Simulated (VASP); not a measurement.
# TiTe2 (P-3m1) in VASP: notebook, part 2 of 2

VASP 6.6.1.

### Step 3. Relaxation of shape and atoms at fixed volume, PBEsol (a relaxed cell with its volume scaled by 0.98)

INCAR reads:

```
SYSTEM = TiTe2
  PREC = Accurate
  ENCUT = 600
  EDIFF = 1E-7
  ISMEAR = 1
  SIGMA = 0.1
  LREAL = .FALSE.
  LASPH = .TRUE.
  NELM = 80
  ALGO = Normal
  ISIF = 4
  LWAVE = .FALSE.
  LCHARG = .FALSE.
  GGA = PS
  IBRION = 2
  NSW = 40
  EDIFFG = -0.01
```

KPOINTS reads:

```
regular mesh
0
G
  12 12 6
  0 0 0
```

POSCAR reads:

```
TiTe2                                   
1.0
    3.6723471050      0.0000000000     -0.0000000000
   -1.8361735526      3.1803458845     -0.0000000000
    0.0000000000      0.0000000000      6.3923394937
  Ti              Te            
     1     2
Direct
     0.0000000000000000    1.0000000000000000    0.0000000000000000
     0.6666666667000030    0.3333333332999970    0.2677859823736157
     0.3333333332999970    0.6666666667000030    0.7322140176263843
```

Potentials or basis: VASP PAW PBE potentials, release 64 (Ti_sv, Te).

Run with:

```console
cat potpaw_PBE.64/Ti_sv/POTCAR potpaw_PBE.64/Te/POTCAR > POTCAR
mpirun -np 1 vasp_std > vasp.out
```

OUTCAR:

```text
SYSTEM = TiTe2
   PREC = Accurate
   ENCUT = 600
   EDIFF = 1E-7
   ISMEAR = 1
   LREAL = .FALSE.
   LASPH = .TRUE.
   NELM = 80
   ISIF = 4
   GGA = PS
   IBRION = 2
   NSW = 40
   EDIFFG = -0.01

 ion  position               nearest neighbor table
   1  0.000  0.000  0.000-   2 2.72   3 2.72   2 2.72   3 2.72   2 2.72   3 2.72
   2  0.667  0.333  0.268-   1 2.72   1 2.72   1 2.72   3 3.65   3 3.65   3 3.65
   3  0.333  0.667  0.732-   1 2.72   1 2.72   1 2.72   2 3.65   2 3.65   2 3.65

  LATTYP: Found a hexagonal cell.
 ALAT       =     3.6723471050
 C/A-ratio  =     1.7406686544

  Lattice vectors:

 A1 = (   3.6723471050,   0.0000000000,   0.0000000000)
 A2 = (  -1.8361735526,   3.1803458845,   0.0000000000)
 A3 = (   0.0000000000,   0.0000000000,   6.3923394937)

Analysis of symmetry for initial positions (statically):
=====================================================================
 Subroutine PRICEL returns:
 Original cell was already a primitive cell.

 Routine SETGRP: Setting up the symmetry group for a
 hexagonal supercell.

 Subroutine GETGRP returns: Found 12 space group operations
 (whereof 12 operations were pure point group operations)
 out of a pool of 24 trial point group operations.

The static configuration has the point symmetry D_3d.

Analysis of symmetry for dynamics (positions and initial velocities):
=====================================================================
 Subroutine PRICEL returns:
 Original cell was already a primitive cell.

 Routine SETGRP: Setting up the symmetry group for a
 hexagonal supercell.

 Subroutine GETGRP returns: Found 12 space group operations
 (whereof 12 operations were pure point group operations)
 out of a pool of 24 trial point group operations.

The dynamic configuration has the point symmetry D_3d.

 Subroutine INISYM returns: Found 12 space group operations
 (whereof 12 operations are pure point group operations),
 and found     1 'primitive' translations
[... 122 lines left out ...]
   GGA     = PS    functional components
   LHFCALC =     F    Hartree Fock is set to
   AEXX    =    0.0000 exact exchange contribution
   IVDW    =     0    specifies the selected vdW correction
   LEPSILON=     F    determine dielectric tensor
   LRPA    =     F    only Hartree local field effects (RPA)
 conjugate gradient relaxation of ions
 non-spin polarized calculation
 Methfessel and Paxton  Order N= 1 SIGMA  =   0.10
  energy-cutoff  :      600.00
  volume of cell :       74.66
 maximum number of plane-waves:      2527
 NGX is ok and might be reduce to    30
   NGX = 15   NGY = 15   NGZ = 25

--------------------------------------- Ionic step        1  -------------------------------------------

 number of electron      23.9999998 magnetization

 Free energy of the ion-electron system (eV)
  ---------------------------------------------------
  ext. energy  EPLUGINS =         0.00000000
  ---------------------------------------------------
  free energy    TOTEN  =       -17.53469649 eV

  energy without entropy =      -17.53503889  energy(sigma->0) =      -17.53481062

------------------------ aborting loop because EDIFF is reached ----------------------------------------

  FORCE on cell =-STRESS in cart. coord.  units (eV):
  Direction    XX          YY          ZZ          XY          YZ          ZX
  --------------------------------------------------------------------------------------
  -------------------------------------------------------------------------------------
  Total        0.6708746      0.6708746      0.7384540     -0.0000000      0.0000000     -0.0000000
  in kB       14.3970659     14.3970659     15.8473313     -0.0000000      0.0000000     -0.0000000
  external PRESSURE =      14.8804877 kB  Pullay stress =       0.0000000 kB
[... 135 lines left out ...]
--------------------------------------- Ionic step        5  -------------------------------------------

 number of electron      23.9999998 magnetization

 Free energy of the ion-electron system (eV)
  ---------------------------------------------------
  ext. energy  EPLUGINS =         0.00000000
  ---------------------------------------------------
  free energy    TOTEN  =       -17.53804606 eV

  energy without entropy =      -17.53843297  energy(sigma->0) =      -17.53817503

 E-fermi :   7.6107     XC(G=0): -10.3621

 val. band max:        7.5997561705   @ k =   0.3333   0.0000   0.5000
 cond. band min:       7.6130365438   @ k =   0.0000   0.4167   0.1667
 fundamental gap:      0.0132803733
 Fermi energy:         7.6107270748

 k-point     1 :       0.0000    0.0000    0.0000
  band No.  band energies     occupation
      1     -49.4894      2.00000
      2     -25.8577      2.00000
      3     -25.8577      2.00000
      4     -25.8292      2.00000
      5      -5.2509      2.00000
      6      -3.5165      2.00000
[... 433 lines left out ...]
      3     -25.8611      2.00000
      4     -25.8257      2.00000
      5      -4.8328      2.00000
      6      -3.4966      2.00000
[... 8 lines left out ...]
     15       8.9311     -0.00000
     16      10.4691      0.00000

 [... further k-points ...]
[... 5 lines left out ...]
  --------------------------------------------------------------------------------------
  -------------------------------------------------------------------------------------
  Total        0.3724905      0.3724905      0.3745441     -0.0000000      0.0000000     -0.0000000
  in kB        7.9937015      7.9937015      8.0377706     -0.0000000      0.0000000     -0.0000000
  external PRESSURE =       8.0083912 kB  Pullay stress =       0.0000000 kB
[... 18 lines left out ...]
  FREE ENERGIE OF THE ION-ELECTRON SYSTEM (eV)
  ---------------------------------------------------
  free  energy   TOTEN  =       -17.5380460605 eV

  energy  without entropy=      -17.5384329732  energy(sigma->0) =      -17.53817503

 reached required accuracy - stopping structural energy minimisation
```

CONTCAR:

```text
TiTe2
   1.00000000000000
     3.6794673472760531   -0.0000000000050303   -0.0000000000000000
    -1.8397336737425769    3.1865121951996431   -0.0000000000000000
    -0.0000000000000000    0.0000000000000000    6.3676234340431677
  Ti              Te
     1     2
Direct
     0.0000000000000000    0.0000000000000000    0.0000000000000000
     0.6666666667000030    0.3333333332999970    0.2708160195801161
     0.3333333332999970    0.6666666667000030    0.7291839804198840

  0.00000000E+00  0.00000000E+00  0.00000000E+00
  0.00000000E+00  0.00000000E+00  0.00000000E+00
  0.00000000E+00  0.00000000E+00  0.00000000E+00
```

Wall time 8.1 min (1 thread of Intel Xeon Platinum 8488C (Sapphire Rapids), shared host); peak memory 0.33 GiB.

Results:

```yaml
Free_energy: -17.5380 eV
Energy_gained_by_relaxing: 1.1 meV/atom
Ionic_steps: 5
Pressure_after_relaxing: 0.8 GPa
Band_gap_on_the_k_mesh: none (metal or under the smearing width)
```

The path:
```
step  energy change (eV)  largest force (eV/Å)  pressure (GPa)
   1              0.0000                0.1797            1.49
   2             -0.0023                0.0832            1.16
   3             -0.0028                0.0086            0.90
   4             -0.0032                0.0054            0.85
   5             -0.0033                0.0010            0.80
```

Final structure:
```yaml
crystal:
  lattice:
    - [3.67947, 0.00000, 0.00000]
    - [-1.83973, 3.18651, 0.00000]
    - [0.00000, 0.00000, 6.36762]
  atoms:
    - { symbol: Ti, position: [0.00000, 0.00000, 0.00000] }
    - { symbol: Te, position: [0.66667, 0.33333, 0.27082] }
    - { symbol: Te, position: [0.33333, 0.66667, 0.72918] }
```

Caveat: the PAW data sets were made with another functional, which shifts forces and pressure a little; this functional lacks dispersion, which binds the layers, so the pressure and a relaxed spacing across them are unreliable. The run has no spin-orbit coupling, so splittings on Te are missing.
